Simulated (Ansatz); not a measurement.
# PtS2 (model cell, started as rutile): following an unstable mode, part 2 of 2

Wanted: the energy along a soft mode of PtS2 (model cell, started as rutile) and the structure at the end.

Ansatz 0.2.0; DFT PBE, scalar-relativistic, plane waves, PAW.

So far. Step 4 (The mode frozen in, largest atomic shift 0.45 Å): The run ends at a pressure of -4.03 GPa, with forces up to 0.20 eV/Å. Step 5 (Energy along the mode, all amplitudes (two of the runs …): The lowest of the steps tried is at 0.45 Å, 92.1 meV/atom below the parent; the bottom of the well need not coincide with a step.

The structure was built from a prototype and need not be the compound's stable phase.

**6. Relaxing from the distorted cell**

Starting from the lowest point found, all atoms and the cell are let go, so that strain and other modes of the same symmetry can join in.

File input.yaml:

```yaml
crystal:
  lattice:
    - [5.4509941254, 0.0, 0.0]
    - [0.0, 5.4509941254, 0.0]
    - [0.0, 0.0, 3.8209341452]
  atoms:
    - { symbol: Pt, position: [0.0, 0.0, 0.0] }
    - { symbol: Pt, position: [0.5, 0.5, 0.5] }
    - { symbol: S, position: [0.3683451226, 0.2515964914, 0.0] }
    - { symbol: S, position: [0.6316548774, 0.7484035086, 0.0] }
    - { symbol: S, position: [0.8683451226, 0.2484035086, 0.5] }
    - { symbol: S, position: [0.1316548774, 0.7515964914, 0.5] }
kpoints:
  mp_grid: { grid: [6, 6, 8] }
hamiltonian:
  xc: pbe
scf:
  occupations: { method: methfessel_paxton, width: 0.15 }
output:
  forces: true
  stress: true
  eigenvalues: true
  write_density: true
  write_potential: true
  elf: true
  volumetric_format: npy
relax:
  adjacent_minimum: "off"
  f_tol: 0.002
  max_steps: 120
  cell: { stress_tol: 0.03 }
```

Launch:

```
ansatz run input.yaml --threads 8 --pin off --max-ram 14336MiB --backend cpu --events-out ev --progress --plain --runs-dir out
```

Numbers of over 12 decimals in the logs are rounded to 6 here.

What it wrote:

```text
[...]
Crystal: 6 atoms, lattice volume = 113.533 Å³
Basis set: ecut = 420 eV, 2217 PW (Γ), exchange–correlation on 80×80×54 points (8 copies of the dense FFT grid, shifted against one another)
Bands: 36, of which v1, the nominal top of the filled ones, is band 30 counted from 1 (29 counted from 0)
Symmetry: 8 space group operations
[...]
k-points: 80 of 288
[...]
SCF iter   1: F=—  HF=-28655.007126 eV  |F-HF|=—  |Δ(HF+E_count)|=         —  Δρ=7.28e-3  dr2=2.44e-2  ethr=1.77e-3  ⟨swp⟩=5.7  Hψ=11162  notcnv=0
[...]
SCF iter   6: F=-28655.002253 eV  HF=-28655.002253 eV  |F-HF|=1.84e-8  |Δ(HF+E_count)|=   2.30e-7  S|Δr|=    0.00e0  Δρ=5.38e-6  dr2=2.46e-8  ethr=1.67e-10  ⟨swp⟩=11.4  Hψ=20504  notcnv=0
SCF 1 converged in 6 iterations: F = -28655.002253 eV  dr2 = 2.46e-8
[...]
relax step   1: F+E_penalty+E_count = -28655.00225338 eV  Δ(F+E_penalty+E_count) = +0.000e0 eV  max|allowed force component| = 1.801e-1 eV/Å  Δτ_max = 0.0000 Å  P = -4.034 GPa  Ω = 113.533 Å³  (6 SCF iters, dr2 threshold 1.00e-7 eV, accepted)
Crystal: 6 atoms, lattice volume = 107.698 Å³
Basis set: ecut = 420 eV, 2099 PW (Γ), exchange–correlation on 80×80×54 points (8 copies of the dense FFT grid, shifted against one another)
[...]
iter 1 solved again at ethr=4.79e-5 eV; its pass at ethr=3.10e-3 eV (dr2=2.87e-2 eV) is discarded
[...]
SCF iter   6: F=-28655.090346 eV  HF=-28655.090346 eV  |F-HF|=5.39e-7  |Δ(HF+E_count)|=   5.15e-6  S|Δr|=    0.00e0  Δρ=1.83e-5  dr2=4.66e-7  ethr=1.00e-9  ⟨swp⟩=7.9  Hψ=21409  notcnv=0
SCF 2 converged in 6 iterations: F = -28655.090346 eV  dr2 = 4.66e-7
relax step   2: F+E_penalty+E_count = -28655.09034635 eV  Δ(F+E_penalty+E_count) = -8.809e-2 eV  max|allowed force component| = 1.338e-1 eV/Å  Δτ_max = 0.0764 Å  P = +1.851 GPa  Ω = 107.698 Å³  energy of the carried Pulay correction = +1.009e-3 eV  (6 SCF iters, dr2 threshold 6.00e-7 eV, accepted)
Crystal: 6 atoms, lattice volume = 109.654 Å³
Basis set: ecut = 420 eV, 2147 PW (Γ), exchange–correlation on 80×80×54 points (8 copies of the dense FFT grid, shifted against one another)
[...]
SCF iter   5: F=-28655.106429 eV  HF=-28655.106429 eV  |F-HF|=2.15e-9  |Δ(HF+E_count)|=   3.14e-8  S|Δr|=    0.00e0  Δρ=1.07e-5  dr2=1.29e-7  ethr=1.00e-9  ⟨swp⟩=9.9  Hψ=20909  notcnv=0
SCF 3 converged in 5 iterations: F = -28655.106429 eV  dr2 = 1.29e-7
relax step   3: F+E_penalty+E_count = -28655.10642897 eV  Δ(F+E_penalty+E_count) = -1.608e-2 eV  max|allowed force component| = 5.747e-2 eV/Å  Δτ_max = 0.0279 Å  P = -0.111 GPa  Ω = 109.654 Å³  energy of the carried Pulay correction = +6.650e-4 eV  (5 SCF iters, dr2 threshold 6.00e-7 eV, accepted)
[...]
relax step   4: F+E_penalty+E_count = -28655.10748880 eV  Δ(F+E_penalty+E_count) = -1.060e-3 eV  max|allowed force component| = 1.933e-2 eV/Å  Δτ_max = 0.0057 Å  P = -0.032 GPa  Ω = 109.628 Å³  energy of the carried Pulay correction = +6.696e-4 eV  (4 SCF iters, dr2 threshold 5.98e-7 eV, accepted)
[...]
relax step   5: F+E_penalty+E_count = -28655.10799577 eV  Δ(F+E_penalty+E_count) = -5.070e-4 eV  max|allowed force component| = 1.757e-3 eV/Å  Δτ_max = 0.0014 Å  P = +0.014 GPa  Ω = 109.649 Å³  energy of the carried Pulay correction = +6.658e-4 eV  (4 SCF iters, dr2 threshold 2.85e-7 eV, accepted)
Basis set: ecut = 420 eV, 2155 PW (Γ), exchange–correlation on 80×72×50 points (8 copies of the dense FFT grid, shifted against one another)
[...]
SCF iter   5: F=-28655.107267 eV  HF=-28655.107267 eV  |F-HF|=3.64e-12  |Δ(HF+E_count)|=  3.27e-11  S|Δr|=    0.00e0  Δρ=1.36e-7  dr2=1.14e-11  ethr=1.00e-12  ⟨swp⟩=4.6  Hψ=14770  notcnv=0
SCF 6 converged in 5 iterations: F = -28655.107267 eV  dr2 = 1.14e-11
relax step   6: F+E_penalty+E_count = -28655.10726711 eV  Δ(F+E_penalty+E_count) = +7.287e-4 eV  max|allowed force component| = 1.641e-3 eV/Å  Δτ_max = 0.0000 Å  P = +0.017 GPa  Ω = 109.649 Å³  stress off target by 2.75e-2 GPa  SCF on the basis re-selected at this cell (its energy is not comparable with the rows above)  (5 SCF iters)
basis re-selected at this cell: Δ(F+E_penalty+E_count) = +7.287e-4 eV, ΔP = +0.003 GPa vs the last step (what re-selecting the basis moved, of the pressure what is left beyond the Pulay correction that the steps carried, after the strain that the cell walked since its last selection, with what the two solves' SCF thresholds leave and, on support functions, any second-order correction that the steps lacked; it is no measure of the basis error at this ecutwfc). The dense FFT grid was sized anew with the basis: this SCF ran on 40×36×25 points, the steps before it on 40×40×27, so part of this shift can come from that change (see relax.cell in the input reference). [rest of the remark cut]
SCF converged after 5 iterations
[...]
Free energy (F): -28655.107267 eV
[...]
Internal energy: -28655.107945 eV  (E = F + TS)
E sigma→0 (E₀):  -28655.107437 eV
Entropy (-TS):   0.000678 eV (0.113 meV/atom)
Fermi energy:    11.099482 eV
[...]
--- Forces (eV/Å), atoms counted from 1 ---
  atom   1  Pt    -0.00000000     0.00000000     0.00000000
  atom   2  Pt     0.00000000    -0.00000000     0.00000000
  atom   3  S      0.00164146    -0.00067688     0.00000000
  atom   4  S     -0.00164146     0.00067688    -0.00000000
  atom   5  S      0.00164146     0.00067688    -0.00000000
  atom   6  S     -0.00164146    -0.00067688     0.00000000
  max |Σ_I F_I| component: 0.00e0 eV/Å
--- Stress (GPa, compression-positive) ---
        0.027452       0.000000      -0.000000
        0.000000       0.026197      -0.000000
       -0.000000      -0.000000      -0.003182
  P = ⅓ Tr σ = 0.0168 GPa (0.168 kbar)
--- Band table (eV; the first three rows and the last of 80) ---
  k-point 0: bands = [... 26 lower, 9.3265, 9.4776, 10.7496, 10.8481, 11.0284, 13.3454, 13.4162, 13.6783, ... 2 higher]
  k-point 1: bands = [... 26 lower, 9.1983, 9.6042, 10.8733, 10.9373, 11.0090, 12.7911, 12.9896, 13.3151, ... 2 higher]
  k-point 2: bands = [... 26 lower, 9.2942, 9.4107, 10.6880, 11.1238, 11.1535, 12.3305, 12.3450, 12.4379, ... 2 higher]
  k-point 79: bands = [... 26 lower, 9.7851, 9.7851, 10.3351, 10.3351, 12.1736, 12.1736, 12.2014, 12.2014, ... 2 higher]
--- Relaxed structure (5 steps of the walk, 5 accepted, 1 SCFs on fresh bases) ---
  F+E_penalty+E_count = -28655.10726711 eV   max|allowed force component| = 1.641e-3 eV/Å   (the final SCF, on the basis selected at the relaxed cell)
  cell:  # Å, volume = 109.6495 Å³
    - [5.543887, 0, 0]
    - [0, 5.331889, 0]
    - [0, 0, 3.709464]
  atoms:
    - { symbol: Pt, position: [0, 0, 0] }
    - { symbol: Pt, position: [0.5, 0.5, 0.5] }
    - { symbol: S, position: [0.372982, 0.243898, 0] }
    - { symbol: S, position: [0.627018, 0.756102, 0] }
    - { symbol: S, position: [0.872982, 0.256102, 0.5] }
    - { symbol: S, position: [0.127018, 0.743898, 0.5] }
```

It took 13 s on 8 threads of Arm Neoverse V2, shared host; peak memory 0.69 GiB.

The steps of the relaxation:

```tsv
step	energy less that of the first step (eV)	largest force component (eV/Å)	pressure (GPa)	volume (Å³)
1	0.0000	0.1801	-4.03	113.53
2	-0.0881	0.1338	1.85	107.70
3	-0.1042	0.0575	-0.11	109.65
4	-0.1052	0.0193	-0.03	109.63
5	-0.1057	0.0018	0.01	109.65
6*	-0.1050	0.0016	0.02	109.65
```

Relaxation steps marked * repeat the geometry before them on a plane-wave basis chosen anew for their cell, so energy and pressure can jump there.

Forces are held to the 8 operations that the run works with; a distortion that breaks them can't arise in this run.

```tsv
conventional cell, symmetrised	before	after	change
a (Å)	5.451	5.332	-2.2 %
b (Å)	5.451	5.544	+1.7 %
c (Å)	3.821	3.709	-2.9 %
volume (Å³/atom)	18.92	18.27	-3.4 %
```

The atoms that moved most (Å, as changes of fractional coordinates times the final cell):

```tsv
atom	dx	dy	dz	length
S3	0.026	-0.041	0.000	0.048
S4	-0.026	0.041	0.000	0.048
S6	-0.026	-0.041	0.000	0.048
S5	0.026	0.041	0.000	0.048
```

The relaxed structure:

```xyz
6
Lattice="5.5439 0.0000 0.0000 0.0000 5.3319 0.0000 0.0000 0.0000 3.7095" Properties=species:S:1:pos:R:3 pbc="T T T"
Pt    0.0000    0.0000    0.0000
Pt    2.7719    2.6659    1.8547
S     2.0678    1.3004    0.0000
S     3.4761    4.0314    0.0000
S     4.8397    1.3655    1.8547
S     0.7042    3.9664    1.8547
```

Numbers from this step:

| Item | Value |
| --- | --- |
| pressure | 0.01682 GPa |
| volume per atom | 18.27 Å³ |

ELF in the ab plane at fractional z = 0.000, with atoms of Pt and S within 0.2 Å of it. It is the smooth field of the valence electrons, not physical close to the nuclei.

Ten even steps from '0' (0.01) to '9' (0.92), each cell a mean:
```
775310147874346
653200499988435
332101698248733
211001585038732
000000366578730
000000135787410
000122112343100
001466531100000
014788763100000
125873376200001
225861288300122
534786898301234
753478985101356
764335532222367
```
Columns run along a (5.5 Å), rows up along b (5.3 Å). Atoms in or near the plane, at fractional coordinates: Pt at (0.00, 0.00), S at (0.37, 0.24), S at (0.63, 0.76).

Valence density in the ab plane at fractional z = 0.000, with atoms of Pt and S within 0.2 Å of it. It is the smooth field of the valence electrons, not physical close to the nuclei.

Ten steps, logarithmic in the rise over the least value, from '_' (0 e/Å³) to '@' (11 e/Å³), each cell a mean:
```
@@%%**--......::--------==##@@
##**==::..__..--==++======++##
==--::..__..::==++======----==
......____..::====--====--::..
____________..--========::..__
____________..::--==--::..____
________......::::::::..______
______..::----::....__________
____..::======--::..__________
....::--========--..________..
--::--====----++--..____..::::
**++--==++==++==--..__..::==++
@@##++--======--::......--**%%
@@@@**--::::::::......::==##@@
```
Columns run along a (5.5 Å), rows up along b (5.3 Å). Atoms in or near the plane, at fractional coordinates: Pt at (0.00, 0.00), S at (0.37, 0.24), S at (0.63, 0.76).

Electrostatic potential energy in the ab plane at fractional z = 0.000, with atoms of Pt and S within 0.2 Å of it. With pseudopotentials it is smooth inside the atoms' cores, unlike the true potential.

Ten even steps from '0' (-54 eV) to '9' (16 eV), each cell a mean:
```
005899999889720
248999986457863
789999974445888
999999963545899
999999984447999
999999998779999
999999999999999
999998899999999
999975579999999
999744358999999
999745448999999
568853469999986
016887789999840
004899999999720
```
Columns run along a (5.5 Å; values clipped at the 3rd and 97th percentile), rows up along b (5.3 Å). Atoms in or near the plane, at fractional coordinates: Pt at (0.00, 0.00), S at (0.37, 0.24), S at (0.63, 0.76).

The distorted start has space group Pnnm; the relaxation ends in Pnnm.

**7. The new phase in its own primitive cell**

The relaxed structure is symmetrised, reduced to its primitive cell and relaxed tightly, as its phonons need.

File input.yaml:

```yaml
crystal:
  lattice:
    - [5.3318886059, 0.0, 0.0]
    - [0.0, 5.5438866645, 0.0]
    - [0.0, 0.0, 3.7094639829]
  atoms:
    - { symbol: Pt, position: [0.0, 0.0, 0.0] }
    - { symbol: Pt, position: [0.5, 0.5, 0.5] }
    - { symbol: S, position: [0.2438984967, 0.3729815028, 0.0] }
    - { symbol: S, position: [0.7561015033, 0.6270184972, 0.0] }
    - { symbol: S, position: [0.2561015033, 0.8729815028, 0.5] }
    - { symbol: S, position: [0.7438984967, 0.1270184972, 0.5] }
kpoints:
  mp_grid: { grid: [6, 6, 8] }
hamiltonian:
  xc: pbe
scf:
  occupations: { method: methfessel_paxton, width: 0.15 }
output:
  forces: true
  stress: true
  eigenvalues: true
relax:
  adjacent_minimum: "off"
  f_tol: 0.001
  max_steps: 60
  cell: { stress_tol: 0.01 }
```

What it wrote:

```text
[...]
Crystal: 6 atoms, lattice volume = 109.649 Å³
Basis set: ecut = 420 eV, 2155 PW (Γ), exchange–correlation on 72×80×50 points (8 copies of the dense FFT grid, shifted against one another)
Bands: 36, of which v1, the nominal top of the filled ones, is band 30 counted from 1 (29 counted from 0)
Symmetry: 8 space group operations
[...]
k-points: 80 of 288
[...]
cell:  # Å, volume = 109.6653 Å³
    - [5.333301, 0.0, 0.0]
    - [0.0, 5.544377, 0.0]
    - [0.0, 0.0, 3.708689]
  atoms:
    - { symbol: Pt, position: [0, 0, 0.0] }
    - { symbol: Pt, position: [0.5, 0.5, 0.5] }
    - { symbol: S, position: [0.243835, 0.373052, 0.0] }
    - { symbol: S, position: [0.756165, 0.626948, 0.0] }
    - { symbol: S, position: [0.256165, 0.873052, 0.5] }
    - { symbol: S, position: [0.743835, 0.126948, 0.5] }
[key lines of the parts left out:]
SCF converged after 6 iterations
Free energy (F): -28655.107272 eV
Fermi energy:    11.097239 eV
P = ⅓ Tr σ = -0.0010 GPa (-0.010 kbar)
```

Wall time 7.5 s (8 threads); peak memory 0.67 GiB.

Little changed from the start: no atom moved by 0.005 Å and no cell edge by 0.1 %.

This step gave:

```yaml
pressure: -9.96e-4 GPa
volume_per_atom: 18.28 Å³
```

The largest force component left is 0.29 meV/Å and the pressure is -0.001 GPa, within the tolerances set. The cell now holds 18.28 Å³/atom.

**8. Modes of the new phase**

A relaxed structure may still be a saddle point, so its zone-centre modes are computed. No field response is asked, since the mesh shows no gap.

File input.yaml:

```yaml
crystal:
  lattice:
    - [5.3333011289, 0.0, 0.0]
    - [0.0, 5.5443771572, 0.0]
    - [0.0, 0.0, 3.7086894444]
  atoms:
    - { symbol: Pt, position: [0.0, 0.0, 0.0] }
    - { symbol: Pt, position: [0.5, 0.5, 0.5] }
    - { symbol: S, position: [0.2438352919, 0.3730517677, 0.0] }
    - { symbol: S, position: [0.7561647081, 0.6269482323, 0.0] }
    - { symbol: S, position: [0.2561647081, 0.8730517677, 0.5] }
    - { symbol: S, position: [0.7438352919, 0.1269482323, 0.5] }
kpoints:
  mp_grid: { grid: [6, 6, 8] }
hamiltonian:
  xc: pbe
scf:
  occupations: { method: methfessel_paxton, width: 0.15 }
output:
  eigenvalues: true
phonons:
  method: dfpt
```

What it wrote:

```text
zone centre: on kpoints.mp_grid the ground state, and the responses unless they are solved on pairs of k-points, stand on 100 of the mesh's 288 k-points, reduced under 2 symmetry operations, with k and −k counted as one. Each operation leaves every solved displacement unchanged or reverses it
[...]
Crystal: 6 atoms, lattice volume = 109.665 Å³
Basis set: ecut = 420 eV, 2147 PW (Γ), exchange–correlation on 72×80×60 points (8 copies of the dense FFT grid, shifted against one another)
Bands: 36, of which v1, the nominal top of the filled ones, is band 30 counted from 1 (29 counted from 0)
Symmetry: 8 space group operations
k-points: 100 of 288 (irreducible under 2 space group operations, time reversal used)
[...]
SCF iter   1: F=—  HF=-28655.112847 eV  |F-HF|=—  |Δ(HF+E_count)|=         —  Δρ=7.73e-3  dr2=2.54e-2  ethr=1.77e-3  ⟨swp⟩=5.8  Hψ=14149  notcnv=0
[...]
SCF iter   9: F=-28655.107272 eV  HF=-28655.107272 eV  |F-HF|=7.28e-12  |Δ(HF+E_count)|=  9.82e-11  S|Δr|=    0.00e0  Δρ=5.13e-8  dr2=2.61e-12  ethr=1.00e-12  ⟨swp⟩=8.3  Hψ=17536  notcnv=0
SCF 1 converged in 9 iterations: F = -28655.107272 eV  dr2 = 2.61e-12
[...]
DFPT response loops at Γ: preconditioner auto → Kerker (q_TF=auto, 2.467 Å⁻¹) (partly filled bands, converged f_vac=0.015); β = 1.00, the filter's whole step (`scf.mixing.beta` (0.50) is not read by the response loops under this deck's `scf.mixing.preconditioner`; to damp them name `kerker` or `kerker_dos`, under which they read `scf.mixing.beta`, and type it under 1.00, their step now; both keys bind the ground state too); Broyden in place of MSR1
SCF converged after 9 iterations
[...]
Free energy (F): -28655.107272 eV
[...]
Internal energy: -28655.107921 eV  (E = F + TS)
E sigma→0 (E₀):  -28655.107435 eV
Entropy (-TS):   0.000649 eV (0.108 meV/atom)
Fermi energy:    11.097239 eV
[...]
--- Band table (eV; the first three rows and the last of 100) ---
  k-point 0: bands = [... 26 lower, 9.3225, 9.4764, 10.7484, 10.8457, 11.0249, 13.3422, 13.4135, 13.6739, ... 2 higher]
  k-point 1: bands = [... 26 lower, 9.1953, 9.6016, 10.8723, 10.9348, 11.0055, 12.7882, 12.9869, 13.3113, ... 2 higher]
  k-point 2: bands = [... 26 lower, 9.2917, 9.4079, 10.6844, 11.1228, 11.1505, 12.3280, 12.3432, 12.4346, ... 2 higher]
  k-point 99: bands = [... 26 lower, 9.7829, 9.7829, 10.3316, 10.3316, 12.1726, 12.1726, 12.1979, 12.1979, ... 2 higher]
--- Phonons (Γ-DFPT): 6 representative perturbations + reference, on 100 of 288 k-points (Σ response iterations 18) ---
  k mesh reduced under 2 symmetry operations, with k and −k counted as one. Each operation leaves every solved displacement unchanged or reverses it
  ASR residual: 5.480e-5 → 0.000e0 eV/Å²; symmetrization residual: 5.250e-6 eV/Å²
  ASR residual per site (eV/Å²): 5.48e-5 5.48e-5 4.75e-5 4.75e-5 4.75e-5 4.75e-5
[...]
non-analytic LO–TO correction: not included (Born effective charges unavailable; polar crystals: no LO–TO splitting at Γ)
```

Run time: 32 s. Hardware: 8 threads; peak memory 1.6 GiB.

Numbers from this step:

| Quantity | Value |
| --- | --- |
| sum-rule residual before enforcement | 5.48e-5 eV/Å² |
| point group | mmm |
| highest optical mode at the zone centre (no LO-TO term) | 362.3 cm⁻¹ |
| lowest optical zone-centre mode | 78.51 cm⁻¹ |

Patterns of degenerate modes are one choice out of their space. Modes at Γ, with each element's share of the kinetic energy:

```tsv
mode	frequency (cm⁻¹)	symmetry	Pt %	S %
1	0.0	acoustic	75	25
2	0.0	acoustic	75	25
3	0.0	acoustic	75	25
4	78.5	B3u	92	8
5	105.2	Au	91	9
6	108.8	B2u	80	20
7	178.7	Ag	0	100
8	199.5	B2u	28	72
9	209.5	B3u	27	73
10	236.2	B1g	0	100
11	264.9	B3g	0	100
12	276.2	B2g	0	100
13	287.7	B2u	17	83
14	298.5	Ag	0	100
15	318.0	B1u	25	75
16	326.2	B3u	6	94
17	338.6	Au	9	91
18	362.3	B1g	0	100
```

Displacements in mode 4 (78.5 cm⁻¹), the largest set to 1:
```
Pt1 -0.15 -1.00  0.00
Pt2 -0.15  1.00  0.00
S3   0.44 -0.27  0.00
S4   0.44 -0.27  0.00
S5   0.44  0.27  0.00
S6   0.44  0.27  0.00
```

Displacements in mode 7 (178.7 cm⁻¹), the largest set to 1:
```
Pt1  0.00  0.00  0.00
Pt2  0.00  0.00  0.00
S3  -0.67  1.00  0.00
S4   0.67 -1.00  0.00
S5   0.67  1.00  0.00
S6  -0.67 -1.00  0.00
```

Before it was imposed, the acoustic sum rule was missed by 5.5e-5 eV/Å². Small misses are needed for a sound result but don't prove that mesh and cutoff are converged. The lowest optical mode is real, 78.5 cm⁻¹.

**9. Outcome**

| Item | Value |
| --- | --- |
| unstable mode of the parent | q = (0, 0, 0), 159i cm⁻¹ |
| depth at the lowest point sampled | 92.1 meV/atom |
| largest atomic shift at that point | 0.45 Å |
| space group reached (within 0.01 Å) | Pnnm |
| energy gained over the parent (first relaxation, on the mesh of the frozen mode) | 110 meV/atom |
| volume per atom, phase reached | 18.3 Å³ |
| lowest optical zone-centre mode, phase reached | 78.5 cm⁻¹ |
| highest optical mode at the zone centre (no LO-TO term), phase reached | 362 cm⁻¹ |

In words: Along this mode the structure falls into Pnnm, 110 meV/atom below the parent. At the parent's cell the well is 92.10 meV/atom deep on the steps tried, with its lowest point at a shift of 0.45 Å. Relaxing atoms and cell changes the gain by +17.51 meV/atom against the lowest step (energies at zero smearing). The new phase has no imaginary mode at the zone centre of its cell; other wavevectors were not checked. Of the 2 patterns followed to their end from this parent, this one reaches the lowest energy. Each path keeps the symmetry of its pattern, so a lower phase may lie along a pattern not tried. The q mesh is too sparse to interpolate, so only the solved wavevectors are given. With no gap, or one that is small against the smearing, the frequencies hang on the k mesh and the smearing, most of all near Kohn anomalies. A semilocal functional can close a gap that the real compound would have, so the metallic treatment may be an artefact of the level. Spin-orbit coupling is left out, which can matter for the heavy elements here. The starting cell was built on a prototype and not taken from a measurement, so the phase need not exist.

[Logs are printed without paths, hosts, clocks, repeated set-up lines and the standing remarks that a program may print on its own settings, such as how far it seeks lower states.]

[Hosts, paths, dates, database ids (printed as entryN), source tags and the programs' standing remarks are cut or masked in the printed files.]
